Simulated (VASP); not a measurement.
# SiNi (Pmmn) in VASP: further runs

Aim: see how the results for SiNi move with the level of theory and the settings. Levels: PBEsol, LDA. Tasks: relaxation of shape and atoms at fixed volume, relaxation of cell and atoms.

Program: VASP 6.6.1. These are calculated values, not measurements. Logs are shortened: lines on timing, memory, paths and dates and some standing lists are left out, and cuts for length are marked.

### 1 The crystal as given

The structure is orthorhombic, space group Pmmn (No. 59). Conventional cell: a = 2.943 Å, b = 3.280 Å, c = 4.677 Å, α = 90.00°, β = 90.00°, γ = 90.00°. Si (site symmetry mm2) has 6 Ni at 2.34 to 2.37 Å and 4 Si at 2.65 Å as nearest neighbours. Ni (site symmetry mm2) is surrounded by 6 Si at 2.34 to 2.37 Å and 4 Ni at 2.65 Å.

The cell is a database's computed one.

### 2 Relaxation of shape and atoms at fixed volume, PBEsol (a relaxed cell with its volume scaled by 1.06)

Contents of INCAR:

```
PREC     = Accurate       # precision mode
ENCUT    = 600            # plane-wave cutoff, eV
EDIFF    = 1E-7           # SCF threshold, eV
ISMEAR   = 1              # smearing method
SIGMA    = 0.1            # smearing width, eV
LREAL    = F              # projectors in reciprocal space
LASPH    = T              # aspherical terms in the spheres
NELM     = 80             # most SCF steps
ALGO     = Normal         # electronic algorithm
ISIF     = 4              # what is computed and relaxed
LWAVE    = F              # write WAVECAR
LCHARG   = F              # write CHGCAR
GGA      = PS             # functional
IBRION   = 2              # ionic algorithm
NSW      = 40             # ionic steps
EDIFFG   = -0.01          # ionic threshold
KPAR     = 2
```

Contents of KPOINTS:

```
Automatic mesh
0
Gamma
  12 12 8
```

Contents of POSCAR:

```
SiNi                                    
1.0
    3.0076311759      0.0000000000      0.0000000000
    0.0000000000      3.3409143137      0.0000000000
    0.0000000000      0.0000000000      4.7691360114
  Si              Ni            
     2     2
Direct
     0.0000000000000000    0.0000000000000000    0.1574937870316070
     0.5000000000000000    0.5000000000000000    0.8425062129683929
     0.0000000000000000    0.0000000000000000    0.6566780341748244
     0.5000000000000000    0.5000000000000000    0.3433219658251757
```

Potentials or basis: VASP PAW PBE potentials, release 64 (Si, Ni).

On the command line:

```bash
$ cat potpaw_PBE.64/Si/POTCAR potpaw_PBE.64/Ni/POTCAR > POTCAR
$ mpirun -np 2 vasp_std > vasp.out
```

OUTCAR:

```text
PREC = Accurate
   ENCUT = 600
   EDIFF = 1E-7
   ISMEAR = 1
   LREAL = F
   LASPH = T
   NELM = 80
   ISIF = 4
   GGA = PS
   IBRION = 2
   NSW = 40
   EDIFFG = -0.01

 ion  position               nearest neighbor table
   1  0.000  0.000  0.157-   3 2.38   3 2.39   4 2.42   4 2.42   4 2.42   4 2.42   2 2.70   2 2.70
                             2 2.70   2 2.70
   2  0.500  0.500  0.843-   4 2.38   4 2.39   3 2.42   3 2.42   3 2.42   3 2.42   1 2.70   1 2.70
                             1 2.70   1 2.70
   3  0.000  0.000  0.657-   1 2.38   1 2.39   2 2.42   2 2.42   2 2.42   2 2.42   4 2.70   4 2.70
                             4 2.70   4 2.70
   4  0.500  0.500  0.343-   2 2.38   2 2.39   1 2.42   1 2.42   1 2.42   1 2.42   3 2.70   3 2.70
                             3 2.70   3 2.70

  LATTYP: Found a simple orthorhombic cell.
 ALAT       =     3.0076311759
 B/A-ratio  =     1.1108125027
 C/A-ratio  =     1.5856784733

  Lattice vectors:

 A1 = (   3.0076311759,   0.0000000000,   0.0000000000)
 A2 = (   0.0000000000,   3.3409143137,   0.0000000000)
 A3 = (   0.0000000000,   0.0000000000,   4.7691360114)

Analysis of symmetry for initial positions (statically):
=====================================================================
 Subroutine PRICEL returns:
 Original cell was already a primitive cell.

 Routine SETGRP: Setting up the symmetry group for a
 simple orthorhombic supercell.

 Subroutine GETGRP returns: Found  8 space group operations
 (whereof  4 operations were pure point group operations)
 out of a pool of  8 trial point group operations.

The static configuration has the point symmetry C_2v.
 The point group associated with its full space group is D_2h.

Analysis of symmetry for dynamics (positions and initial velocities):
=====================================================================
 Subroutine PRICEL returns:
 Original cell was already a primitive cell.

 Routine SETGRP: Setting up the symmetry group for a
 simple orthorhombic supercell.

 Subroutine GETGRP returns: Found  8 space group operations
 (whereof  4 operations were pure point group operations)
 out of a pool of  8 trial point group operations.

The dynamic configuration has the point symmetry C_2v.
 The point group associated with its full space group is D_2h.

 Subroutine INISYM returns: Found  8 space group operations
 (whereof  4 operations are pure point group operations),
 and found     1 'primitive' translations

[... 105 lines left out ...]
   ISYM   =      2    0-nonsym 1-usesym 2-fastsym
   POTIM  = 0.5000    time-step for ionic-motion
   TEBEG  =    0.0;   TEEND  =   0.0 temperature during run
   PSTRESS=    0.0 pullay stress
   NELECT =      28.0000    total number of electrons
   NUPDOWN=      -1.0000    fix difference up-down
   EMIN   =  10.00;   EMAX   =-10.00  energy-range for DOS
   EFERMI =   0.00;   METHOD = LEGACY
   ISMEAR =     1;   SIGMA  =   0.10  broadening in eV -4-tet -1-fermi 0-gaus
   EFERMI_NEDOS =   21; number of points for ismear=-14 and -15
   IALGO  =     38    algorithm
   IMIX   =      4    mixing-type and parameters
     AMIX     =   0.40;   BMIX     =  1.00
     AMIX_MAG =   1.60;   BMIX_MAG =  1.00
  volume/ion in A,a.u.               =      11.98        80.85
  Fermi-wavevector in a.u.,A,eV,Ry     =   1.368624  2.586325 25.485521  1.873133
  Thomas-Fermi vector in A             =   2.494572
   LORBIT       =      0    0 simple, 1 ext, 2 COOP (PROOUT), +10 PAW based schemes
   GGA     = PS    functional components
   LHFCALC =     F    Hartree Fock is set to
   AEXX    =    0.0000 exact exchange contribution
   IVDW    =     0    specifies the selected vdW correction
   LEPSILON=     F    determine dielectric tensor
   LRPA    =     F    only Hartree local field effects (RPA)
 conjugate gradient relaxation of ions
 non-spin polarized calculation
 Methfessel and Paxton  Order N= 1 SIGMA  =   0.10
  energy-cutoff  :      600.00
  volume of cell :       47.92
 maximum number of plane-waves:      1630
   NGX = 13   NGY = 13   NGZ = 19

--------------------------------------- Ionic step        1  -------------------------------------------

 number of electron      27.9999992 magnetization

 Free energy of the ion-electron system (eV)
  ---------------------------------------------------
  ext. energy  EPLUGINS =         0.00000000
  ---------------------------------------------------
  free energy    TOTEN  =       -25.87323905 eV

  energy without entropy =      -25.87293434  energy(sigma->0) =      -25.87313748

------------------------ aborting loop because EDIFF is reached ----------------------------------------

  FORCE on cell =-STRESS in cart. coord.  units (eV):
  Direction    XX          YY          ZZ          XY          YZ          ZX
  --------------------------------------------------------------------------------------
  -------------------------------------------------------------------------------------
  Total       -2.5998089     -2.9953267     -3.6107507      0.0000000      0.0000000      0.0000000
  in kB      -86.9205353   -100.1440507   -120.7197882      0.0000000      0.0000000      0.0000000
  external PRESSURE =    -102.5947914 kB  Pullay stress =       0.0000000 kB
[... 291 lines left out ...]
--------------------------------------- Ionic step        9  -------------------------------------------

 number of electron      28.0000004 magnetization

 Free energy of the ion-electron system (eV)
  ---------------------------------------------------
  ext. energy  EPLUGINS =         0.00000000
  ---------------------------------------------------
  free energy    TOTEN  =       -25.88104784 eV

  energy without entropy =      -25.88097910  energy(sigma->0) =      -25.88102493

 E-fermi :  10.6998     XC(G=0): -12.4202

 val. band max:       10.6856151211   @ k =   0.4167   0.4167   0.3750
 cond. band min:      10.7087244616   @ k =   0.0833   0.0000   0.2500
 fundamental gap:      0.0231093405
 Fermi energy:        10.6998370555

 k-point     1 :       0.0000    0.0000    0.0000
  band No.  band energies     occupation
      1      -2.8276      2.00000
      2       2.7728      2.00000
      3       4.4536      2.00000
      4       6.7603      2.00000
      5       7.2870      2.00000
      6       7.8321      2.00000
[... 481 lines left out ...]
      5       7.0533      2.00000
      6       7.1690      2.00000
[... 10 lines left out ...]
     17      13.9905      0.00000
     18      15.2174      0.00000

 [... further k-points ...]
[... 5 lines left out ...]
  --------------------------------------------------------------------------------------
  -------------------------------------------------------------------------------------
  Total       -2.8169300     -2.8191089     -2.8211233      0.0000000      0.0000000      0.0000000
  in kB      -94.1796370    -94.2524844    -94.3198322      0.0000000      0.0000000      0.0000000
  external PRESSURE =     -94.2506512 kB  Pullay stress =       0.0000000 kB
[... 19 lines left out ...]
  FREE ENERGIE OF THE ION-ELECTRON SYSTEM (eV)
  ---------------------------------------------------
  free  energy   TOTEN  =       -25.8810478374 eV

  energy  without entropy=      -25.8809791043  energy(sigma->0) =      -25.88102493

 reached required accuracy - stopping structural energy minimisation
```

CONTCAR:

```text
SiNi
   1.00000000000000
     3.0553952382618119    0.0000000000000000    0.0000000000000000
     0.0000000000000000    3.3097631677634523    0.0000000000000000
     0.0000000000000000    0.0000000000000000    4.7387664742573588
  Si              Ni
     2     2
Direct
     0.0000000000000000    0.0000000000000000    0.1590990091505227
     0.5000000000000000    0.5000000000000000    0.8409009908494773
     0.0000000000000000    0.0000000000000000    0.6589625657075239
     0.5000000000000000    0.5000000000000000    0.3410374342924761

  0.00000000E+00  0.00000000E+00  0.00000000E+00
  0.00000000E+00  0.00000000E+00  0.00000000E+00
  0.00000000E+00  0.00000000E+00  0.00000000E+00
  0.00000000E+00  0.00000000E+00  0.00000000E+00
```

It took 3.2 min on 2 MPI ranks of Intel Xeon 6975P-C (Granite Rapids), shared host; peak memory 0.35 GiB.

What came out:

* Free energy: -25.8810 eV
* Energy gained by relaxing: 2.0 meV/atom
* Ionic steps: 9
* Pressure after relaxing: -9.4 GPa
* Band gap on the k mesh: none (metal or under the smearing width)

Step by step:
```tsv
step	energy change (eV)	largest force (eV/Å)	pressure (GPa)
1	0.0000	0.1448	-10.26
2	-0.0059	0.0401	-9.71
3	-0.0063	0.0139	-9.54
4	-0.0069	0.0037	-9.46
5	-0.0075	0.0394	-9.44
6	-0.0075	0.0433	-9.43
7	-0.0078	0.0143	-9.42
8	-0.0078	0.0165	-9.44
9	-0.0078	0.0008	-9.43
```

Final structure:
```xyz
4
Lattice="3.0554 0.0000 0.0000 0.0000 3.3098 0.0000 0.0000 0.0000 4.7388" Properties=species:S:1:pos:R:3 pbc="T T T"
Si    0.0000    0.0000    0.7539
Si    1.5277    1.6549    3.9848
Ni    0.0000    0.0000    3.1227
Ni    1.5277    1.6549    1.6161
```

Levels at points of the mesh, in eV from the Fermi level:
```csv
k point,band 12,band 13,band 14,band 15,band 16,band 17
"(0.00, 0.00, 0.00)",-1.93,-1.90,-1.02,0.79,2.83,5.11
"(0.50, 0.00, 0.00)",-2.40,-1.57,-1.57,1.59,1.59,3.48
"(0.00, 0.50, 0.00)",-2.16,-1.98,-1.98,1.18,1.18,4.53
"(0.50, 0.50, 0.00)",-1.91,-1.56,-1.56,1.42,1.42,1.89
"(0.00, 0.00, 0.50)",-1.98,1.25,1.87,2.15,2.50,2.52
"(0.50, 0.00, 0.50)",-2.07,-1.40,-1.40,3.75,3.75,5.20
"(0.00, 0.50, 0.50)",-1.93,-1.85,-1.85,4.94,4.94,5.25
"(0.50, 0.50, 0.50)",-1.92,-1.51,-1.51,-0.34,-0.34,0.85
```

Caveat: the PAW data sets were made with another functional, which shifts forces and pressure a little.

### 3 Relaxation of cell and atoms, LDA

Contents of INCAR:

```
PREC = Accurate ; ENCUT = 600
EDIFF = 1E-6 ; ISMEAR = 1
SIGMA = 0.1 ; LREAL = F
LASPH = T ; NELM = 80
ALGO = Normal ; ISIF = 3
LWAVE = F ; LCHARG = F
IBRION = 2 ; NSW = 90
EDIFFG = -0.01 ; KPAR = 2
```

Contents of KPOINTS:

```
regular mesh
0
Gamma
  12 12 8
```

Contents of POSCAR:

```
SiNi
1.0
    2.9427706600      0.0000000000      0.0000000000
    0.0000000000      3.2803255400      0.0000000000
    0.0000000000      0.0000000000      4.6774467600
Si Ni
2 2
Direct
    0.0000000000      0.0000000000      0.1568568400
    0.5000000000      0.5000000000      0.8431431600
    0.0000000000      0.0000000000      0.6575044100
    0.5000000000      0.5000000000      0.3424955900
```

Potentials or basis: VASP PAW LDA potentials, release 64 (Si, Ni).

On the command line:

```bash
$ cat potpaw_LDA.64/Si/POTCAR potpaw_LDA.64/Ni/POTCAR > POTCAR
$ mpirun -np 2 vasp_std > vasp.out
```

It took 6.5 min on 2 MPI ranks of Intel Xeon Platinum 8259CL at 2.50GHz (Skylake/Cascade Lake), shared host; peak memory 0.33 GiB.

It converged, with:

```
Free energy                            : -27.3193 eV
Relaxed volume                         : 11.03 Å³/atom
Relaxed cell                           : a = 2.927 Å, b = 3.252 Å, c = 4.637 Å, α = 90.00°, β = 90.00°, γ = 90.00°
Space group after relaxing (to 0.05 Å) : Pmmn (No. 59)
Energy gained by relaxing              : 4.5 meV/atom
Ionic steps                            : 8
Pressure after relaxing                : 0.0 GPa
Band gap on the k mesh                 : none (metal or under the smearing width)
```

Forces on the atoms (eV/Å):
```
Si   0.000  0.000 -0.002
Si   0.000  0.000  0.002
Ni   0.000  0.000  0.003
Ni   0.000  0.000 -0.003
```

Stress tensor (GPa, compression positive):
```
 0.06  0.00  0.00
 0.00 -0.12  0.00
 0.00  0.00 -0.09
```

The path:
```csv
step,energy change (eV),largest force (eV/Å),pressure (GPa),volume (Å³)
1,0.0000,0.2181,-4.76,45.15
2,0.0050,0.1278,6.20,42.99
3,-0.0176,0.0811,0.09,44.12
4,-0.0176,0.0788,0.17,44.10
5,-0.0181,0.0026,0.15,44.11
6,-0.0181,0.0034,0.17,44.11
7,-0.0181,0.0047,-0.14,44.18
8,-0.0182,0.0029,-0.05,44.13
```

Final structure:
```
Si Ni
1.0
     2.92690    0.00000    0.00000
     0.00000    3.25216    0.00000
     0.00000    0.00000    4.63661
Si Ni
2 2
Direct
  0.00000 0.00000 0.15876
  0.50000 0.50000 0.84124
  0.00000 0.00000 0.65683
  0.50000 0.50000 0.34317
```

Levels at points of the mesh, in eV from the Fermi level:
| k point | band 11 | band 12 | band 13 | band 14 | band 15 | band 16 | band 17 | band 18 |
| --- | --- | --- | --- | --- | --- | --- | --- | --- |
| (0.00, 0.00, 0.00) | -2.43 | -2.14 | -2.09 | -1.33 | 1.26 | 2.92 | 5.33 | 5.69 |
| (0.50, 0.00, 0.00) | -2.65 | -2.65 | -1.65 | -1.65 | 1.85 | 1.85 | 3.59 | 3.59 |
| (0.00, 0.50, 0.00) | -2.35 | -2.35 | -2.27 | -2.27 | 1.24 | 1.24 | 5.10 | 5.10 |
| (0.50, 0.50, 0.00) | -2.16 | -2.16 | -1.64 | -1.64 | 1.67 | 1.67 | 2.04 | 2.04 |
| (0.00, 0.00, 0.50) | -2.82 | -2.19 | 1.21 | 1.66 | 2.10 | 2.58 | 3.01 | 3.79 |
| (0.50, 0.00, 0.50) | -2.34 | -2.34 | -1.45 | -1.45 | 3.79 | 3.79 | 5.47 | 5.47 |
| (0.00, 0.50, 0.50) | -2.12 | -2.12 | -2.11 | -2.11 | 5.37 | 5.37 | 5.53 | 5.53 |
| (0.50, 0.50, 0.50) | -2.20 | -2.20 | -1.58 | -1.58 | -0.40 | -0.40 | 1.10 | 1.10 |

Spin polarisation is off, so any magnetic state and its effect on volume and gap are missing.
